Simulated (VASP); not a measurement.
# W (Im-3m) in VASP: further runs

One crystal, W, is run at these levels: LDA, r2SCAN; tasks: band structure.

All numbers are computed with VASP 6.6.1; they aren't measurements. Logs are shortened: lines on timing, memory, paths and dates and some standing lists are left out, and cuts for length are marked.

### Step 1. The structure

The structure is cubic, space group Im-3m (No. 229). The conventional cell has a = 3.155 Å, b = 3.155 Å, c = 3.155 Å, α = 90.00°, β = 90.00°, γ = 90.00°. W (site symmetry m-3m) has 8 W at 2.73 Å as nearest neighbours.

### Step 2. Band structure, LDA

INCAR reads:

```
SYSTEM = W
PREC = Accurate
ENCUT = 520
EDIFF = 1E-7
ISMEAR = 1
SIGMA = 0.1
LREAL = .FALSE.
LASPH = .TRUE.
NELM = 80
ALGO = Normal
ISIF = 2
LWAVE = .FALSE.
LCHARG = .FALSE.
LMAXMIX = 4
```

KPOINTS reads:

```
Automatic mesh
0
G
  16 16 16
  0 0 0
```

POSCAR reads:

```
W                                       
1.0
   -1.5776066427      1.5776066427      1.5776066427
    1.5776066427     -1.5776066427      1.5776066427
    1.5776066427      1.5776066427     -1.5776066427
  W             
     1
Direct
     0.0000000000000000    0.0000000000000000    0.0000000000000000
```

KPOINTS_OPT reads:

```
explicit points
188
Reciprocal
 0.0000000000  0.0000000000  0.0000000000 1
 0.0263157895 -0.0263157895  0.0263157895 1
 0.0526315789 -0.0526315789  0.0526315789 1
 0.0789473684 -0.0789473684  0.0789473684 1
 0.1052631579 -0.1052631579  0.1052631579 1
 0.1315789474 -0.1315789474  0.1315789474 1
[... 180 lines left out ...]
-0.0124653500  0.0124653500  0.5000000000 1
 0.0124653500 -0.0124653500  0.5000000000 1
```

Potentials or basis: VASP PAW LDA potentials, release 64 (W_sv).

Launch:

```sh
cat potpaw_LDA.64/W_sv/POTCAR > POTCAR
mpirun -np 1 vasp_std > vasp.out
```

OUTCAR:

```text
SYSTEM = W
   PREC = Accurate
   ENCUT = 520
   EDIFF = 1E-7
   ISMEAR = 1
   LREAL = .FALSE.
   LASPH = .TRUE.
   NELM = 80
   ISIF = 2

 ion  position               nearest neighbor table
   1  0.000  0.000  0.000-

  LATTYP: Found a body centered cubic cell.
 ALAT       =     3.1552132854

  Lattice vectors:

 A1 = (  -1.5776066427,   1.5776066427,   1.5776066427)
 A2 = (   1.5776066427,  -1.5776066427,   1.5776066427)
 A3 = (   1.5776066427,   1.5776066427,  -1.5776066427)

Analysis of symmetry for initial positions (statically):
=====================================================================
 Subroutine PRICEL returns:
 Original cell was already a primitive cell.

 Routine SETGRP: Setting up the symmetry group for a
 body centered cubic supercell.

 Subroutine GETGRP returns: Found 48 space group operations
 (whereof 48 operations were pure point group operations)
 out of a pool of 48 trial point group operations.

The static configuration has the point symmetry O_h .

Analysis of symmetry for dynamics (positions and initial velocities):
=====================================================================
 Subroutine PRICEL returns:
 Original cell was already a primitive cell.

 Routine SETGRP: Setting up the symmetry group for a
 body centered cubic supercell.

 Subroutine GETGRP returns: Found 48 space group operations
 (whereof 48 operations were pure point group operations)
 out of a pool of 48 trial point group operations.

The dynamic configuration has the point symmetry O_h .

 Subroutine INISYM returns: Found 48 space group operations
 (whereof 48 operations are pure point group operations),
 and found     1 'primitive' translations

----------------------------------------------------------------------------------------

                                     Primitive cell

  volume of cell :      15.7057

  direct lattice vectors                    reciprocal lattice vectors
    -1.577606643  1.577606643  1.577606643     0.000000000  0.316935785  0.316935785
     1.577606643 -1.577606643  1.577606643     0.316935785  0.000000000  0.316935785
     1.577606643  1.577606643 -1.577606643     0.316935785  0.316935785  0.000000000

  length of vectors
     2.732494860  2.732494860  2.732494860     0.448214886  0.448214886  0.448214886

  position of ions in fractional coordinates (direct lattice)
     0.000000000  0.000000000  0.000000000

  ion indices of the primitive-cell ions
   primitive index   ion index
                 1           1

----------------------------------------------------------------------------------------

 KPOINTS: Automatic mesh

Automatic generation of k-mesh.
 Grid dimensions read from file:
 generate k-points for:   16   16   16

 Generating k-lattice:

  Cartesian coordinates                     Fractional coordinates (reciprocal lattice)
     0.000000000  0.019808487  0.019808487     0.062500000  0.000000000  0.000000000
     0.019808487  0.000000000  0.019808487     0.000000000  0.062500000  0.000000000
     0.019808487  0.019808487  0.000000000     0.000000000  0.000000000  0.062500000

  Length of vectors
     0.028013430  0.028013430  0.028013430

  Shift w.r.t. Gamma in fractional coordinates (k-lattice)
     0.000000000  0.000000000  0.000000000

 Subroutine IBZKPT returns following result:
 ===========================================

 Found    145 irreducible k-points:

 Following reciprocal coordinates:
            Coordinates               Weight
  0.000000  0.000000  0.000000      1.000000
  0.062500  0.000000  0.000000     12.000000
  0.125000  0.000000  0.000000     12.000000
  0.187500  0.000000  0.000000     12.000000
  0.250000  0.000000  0.000000     12.000000
  0.312500  0.000000  0.000000     12.000000
[... 16 lines left out ...]
  0.187500  0.187500  0.000000     24.000000
  0.250000  0.187500  0.000000     48.000000
 [... further k-points ...]
   k-points           NKPTS =    145   k-points in BZ     NKDIM =    145   number of bands    NBANDS=     11
   number of dos      NEDOS =    301   number of ions     NIONS =      1
   total plane-waves  NPLWV =   8000
   dimension x,y,z NGX =    20 NGY =   20 NGZ =   20
   dimension x,y,z NGXF=    40 NGYF=   40 NGZF=   40
   ions per type =               1
   NGX,Y,Z   is equivalent  to a cutoff of  12.17, 12.17, 12.17 a.u.
   NGXF,Y,Z  is equivalent  to a cutoff of  24.34, 24.34, 24.34 a.u.
 SYSTEM =  W
   PREC   = accura    normal or accurate (medium, high low for compatibility)
   ISTART =      0    job   : 0-new  1-cont  2-samecut
   ICHARG =      2    charge: 1-file 2-atom 10-const
   ISPIN  =      1    spin polarized calculation?
   LNONCOLLINEAR =      F non collinear calculations
   LSORBIT =      F    spin-orbit coupling
   LASPH  =      T    aspherical Exc in radial PAW
   ENCUT  =  520.0 eV  38.22 Ry    6.18 a.u.   5.08  5.08  5.08*2*pi/ulx,y,z
   NELM   =     80;   NELMIN=  2; NELMDL= -5     # of ELM steps
   EDIFF  = 0.1E-06   stopping-criterion for ELM
   LREAL  =      F    real-space projection
   EDIFFG = 0.1E-05   stopping-criterion for IOM
   NSW    =      0    number of steps for IOM
   IBRION =     -1    ionic relax: 0-MD 1-quasi-New 2-CG
   NFREE  =      0    steps in history (QN), initial steepest desc. (CG)
   ISIF   =      2    stress and relaxation
   ISYM   =      2    0-nonsym 1-usesym 2-fastsym
   POTIM  = 0.5000    time-step for ionic-motion
   TEBEG  =    0.0;   TEEND  =   0.0 temperature during run
   PSTRESS=    0.0 pullay stress
   NELECT =      14.0000    total number of electrons
   NUPDOWN=      -1.0000    fix difference up-down
   EMIN   =  10.00;   EMAX   =-10.00  energy-range for DOS
   EFERMI =   0.00;   METHOD = LEGACY
   ISMEAR =     1;   SIGMA  =   0.10  broadening in eV -4-tet -1-fermi 0-gaus
   EFERMI_NEDOS =   21; number of points for ismear=-14 and -15
   IALGO  =     38    algorithm
   IMIX   =      4    mixing-type and parameters
     AMIX     =   0.40;   BMIX     =  1.00
     AMIX_MAG =   1.60;   BMIX_MAG =  1.00
  volume/ion in A,a.u.               =      15.71       105.99
  Fermi-wavevector in a.u.,A,eV,Ry     =   1.575550  2.977357 33.774517  2.482357
  Thomas-Fermi vector in A             =   2.676517
   LORBIT       =      0    0 simple, 1 ext, 2 COOP (PROOUT), +10 PAW based schemes
   GGA     = CA    functional components
   LHFCALC =     F    Hartree Fock is set to
   AEXX    =    0.0000 exact exchange contribution
   IVDW    =     0    specifies the selected vdW correction
   LEPSILON=     F    determine dielectric tensor
   LRPA    =     F    only Hartree local field effects (RPA)
 non-spin polarized calculation
 Methfessel and Paxton  Order N= 1 SIGMA  =   0.10
  energy-cutoff  :      520.00
  volume of cell :       15.71
 maximum number of plane-waves:       438
   NGX = 11   NGY = 11   NGZ = 11

 number of electron      14.0000004 magnetization

 Free energy of the ion-electron system (eV)
  ---------------------------------------------------
  ext. energy  EPLUGINS =         0.00000000
  ---------------------------------------------------
  free energy    TOTEN  =       -14.10632760 eV

  energy without entropy =      -14.10553897  energy(sigma->0) =      -14.10606472

 E-fermi :  11.4833     XC(G=0): -13.8811

 val. band max:       11.4831574462   @ k =  -0.3125   0.3125   0.1875
 cond. band min:      11.4951192666   @ k =   0.0625   0.0625   0.0625
 fundamental gap:      0.0119618204
 Fermi energy:        11.4832753621

 k-point     1 :       0.0000    0.0000    0.0000
  band No.  band energies     occupation
      1     -62.2802      2.00000
      2     -26.0739      2.00000
      3     -26.0739      2.00000
      4     -26.0739      2.00000
      5       1.8568      2.00000
      6      10.1777      2.00000
      7      10.1777      2.00000
      8      10.1777      2.00000
      9      13.6624      0.00000
     10      13.6624      0.00000
     11      26.0494      0.00000

 k-point     2 :       0.0625    0.0000    0.0000
  band No.  band energies     occupation
      1     -62.2747      2.00000
      2     -26.1298      2.00000
      3     -26.0913      2.00000
      4     -26.0742      2.00000
      5       2.0493      2.00000
      6      10.0615      2.00000
      7      10.1523      2.00000
      8      10.3632      2.00000
      9      13.4777     -0.00000
     10      13.6638      0.00000
     11      26.2134      0.00000

 k-point     3 :       0.1250    0.0000    0.0000
  band No.  band energies     occupation
      1     -62.2592      2.00000
      2     -26.2866      2.00000
      3     -26.1404      2.00000
      4     -26.0751      2.00000
      5       2.5979      2.00000
      6       9.7473      2.00000
      7      10.0347      2.00000
      8      10.9118      2.00000
      9      13.1196     -0.00000
     10      13.6794      0.00000
     11      26.6021      0.00000

 k-point     4 :       0.1875    0.0000    0.0000
  band No.  band energies     occupation
      1     -62.2359      2.00000
      2     -26.5156      2.00000
      3     -26.2131      2.00000
      4     -26.0764      2.00000
      5       3.4081      2.00000
      6       9.3157      2.00000
      7       9.7862      2.00000
      8      11.7997     -0.00007
      9      12.9355     -0.00000
     10      13.7356      0.00000
     11      26.8259      0.00000
[... 239 lines left out ...]
 k-point    22 :       0.4375    0.1250    0.0000
  band No.  band energies     occupation
      1     -62.1308      2.00000
      2     -27.3600      2.00000
      3     -26.5808      2.00000
      4     -26.1548      2.00000
      5       5.6699      2.00000
      6       7.9626      2.00000
      7      11.1316      2.00001
      8      13.3904     -0.00000
      9      14.9845      0.00000
     10      18.6007      0.00000
     11      21.8837      0.00000

 k-point    23 :       0.1875    0.1875    0.0000
  band No.  band energies     occupation
      1     -62.1743      2.00000
      2     -27.0032      2.00000
      3     -26.4030      2.00000
      4     -26.1732      2.00000
      5       5.5727      2.00000
      6       8.5498      2.00000
      7       8.9321      2.00000
      8      12.7169     -0.00000
      9      14.4342      0.00000
     10      15.2251      0.00000
     11      25.5267      0.00000

 k-point    24 :       0.2500    0.1875    0.0000
  band No.  band energies     occupation
      1     -62.1526      2.00000
      2     -27.1374      2.00000
      3     -26.5166      2.00000
      4     -26.1912      2.00000
      5       6.1225      2.00000
      6       8.2853      2.00000
      7       9.1501      2.00000
      8      12.9879     -0.00000
      9      14.5308      0.00000
     10      16.8392      0.00000
     11      24.0715      0.00000

 [... further k-points ...]
[... 5 lines left out ...]
  --------------------------------------------------------------------------------------
  -------------------------------------------------------------------------------------
  Total       -0.4497610     -0.4497610     -0.4497610     -0.0000000     -0.0000000      0.0000000
  in kB      -45.8813533    -45.8813533    -45.8813533     -0.0000000     -0.0000000      0.0000000
  external PRESSURE =     -45.8813533 kB  Pullay stress =       0.0000000 kB

 VOLUME and BASIS-vectors are now :
 -----------------------------------------------------------------------------
  energy-cutoff  :      520.00
  volume of cell :       15.71
      direct lattice vectors                 reciprocal lattice vectors
    -1.577606643  1.577606643  1.577606643     0.000000000  0.316935785  0.316935785
     1.577606643 -1.577606643  1.577606643     0.316935785  0.000000000  0.316935785
     1.577606643  1.577606643 -1.577606643     0.316935785  0.316935785  0.000000000

 POSITION                                       TOTAL-FORCE (eV/Angst)
 -----------------------------------------------------------------------------------
      0.00000      0.00000      0.00000        -0.000000      0.000000      0.000000
 -----------------------------------------------------------------------------------
    total drift:                                0.000000     -0.000000      0.000000

  FREE ENERGIE OF THE ION-ELECTRON SYSTEM (eV)
  ---------------------------------------------------
  free  energy   TOTEN  =       -14.1063275991 eV

  energy  without entropy=      -14.1055389659  energy(sigma->0) =      -14.10606472
```

It took 12 s on 1 thread of Intel Xeon 6975P-C (Granite Rapids), shared host; peak memory 0.15 GiB.

What came out:

```yaml
Free_energy: -14.1063 eV
Pressure: -4.6 GPa
Band_gap_along_the_path: none (metal or under the smearing width)
```

Levels at the corners of the path, in eV from the Fermi level:
| point | band 4 | band 5 | band 6 | band 7 | band 8 | band 9 | band 10 | band 11 |
| --- | --- | --- | --- | --- | --- | --- | --- | --- |
| Γ | -37.56 | -9.63 | -1.31 | -1.31 | -1.31 | 2.18 | 2.18 | 14.57 |
| H | -38.50 | -5.95 | -5.95 | 5.18 | 5.18 | 5.18 | 8.40 | 8.40 |
| H | -38.50 | -5.95 | -5.95 | 5.18 | 5.18 | 5.18 | 8.40 | 8.40 |
| N | -37.57 | -6.35 | -3.66 | 0.84 | 2.09 | 3.06 | 6.19 | 11.21 |
| N | -37.57 | -6.35 | -3.66 | 0.84 | 2.09 | 3.06 | 6.19 | 11.21 |
| Γ | -37.56 | -9.63 | -1.31 | -1.31 | -1.31 | 2.18 | 2.18 | 14.57 |
| Γ | -37.56 | -9.63 | -1.31 | -1.31 | -1.31 | 2.18 | 2.18 | 14.57 |
| P | -38.24 | -2.98 | -2.98 | -2.98 | 3.23 | 3.23 | 6.68 | 12.41 |
| P | -38.24 | -2.98 | -2.98 | -2.98 | 3.23 | 3.23 | 6.68 | 12.41 |
| H | -38.50 | -5.95 | -5.95 | 5.18 | 5.18 | 5.18 | 8.40 | 8.40 |
| P | -38.24 | -2.98 | -2.98 | -2.98 | 3.23 | 3.23 | 6.68 | 12.41 |
| N | -37.57 | -6.35 | -3.66 | 0.84 | 2.09 | 3.06 | 6.19 | 11.21 |

Caveat: spin-orbit coupling is left out, which moves the levels of the heavy elements.

### Step 3. Band structure, r2SCAN

INCAR, as its differences from that of step 2:

```diff
@@ -14 +14,3 @@
 LMAXMIX = 4
+METAGGA = R2SCAN
+LMIXTAU = .TRUE.
```

KPOINTS is that of step 2.

POSCAR is that of step 2.

KPOINTS_OPT is that of step 2.

Potentials or basis: VASP PAW PBE potentials, release 64 (W_sv).

Launch:

```sh
cat potpaw_PBE.64/W_sv/POTCAR > POTCAR
mpirun -np 1 vasp_std > vasp.out
```

Run time: 70 s. Hardware: 1 thread of Intel Xeon 6975P-C (Granite Rapids), shared host; peak memory 0.16 GiB.

The run converged. Its results:

| Property | Result |
| --- | --- |
| Free energy | -51.3492 eV |
| Pressure | 5.3 GPa |
| Band gap along the path | none (metal or under the smearing width) |

Levels at the corners of the path, in eV from the Fermi level:
```csv
point,band 5,band 6,band 7,band 8,band 9,band 10
Γ,-10.22,-1.34,-1.34,-1.34,2.54,2.54
H,-6.14,-6.14,5.37,5.37,5.37,8.59
H,-6.14,-6.14,5.37,5.37,5.37,8.59
N,-6.67,-3.84,0.52,2.39,3.45,6.39
N,-6.67,-3.84,0.52,2.39,3.45,6.39
Γ,-10.22,-1.34,-1.34,-1.34,2.54,2.54
Γ,-10.22,-1.34,-1.34,-1.34,2.54,2.54
P,-3.25,-3.25,-3.25,3.63,3.63,7.26
P,-3.25,-3.25,-3.25,3.63,3.63,7.26
H,-6.14,-6.14,5.37,5.37,5.37,8.59
P,-3.25,-3.25,-3.25,3.63,3.63,7.26
N,-6.67,-3.84,0.52,2.39,3.45,6.39
```

Caveat: the PAW data sets were made with another functional, which shifts forces and pressure a little; spin-orbit coupling is left out, which moves the levels of the heavy elements.
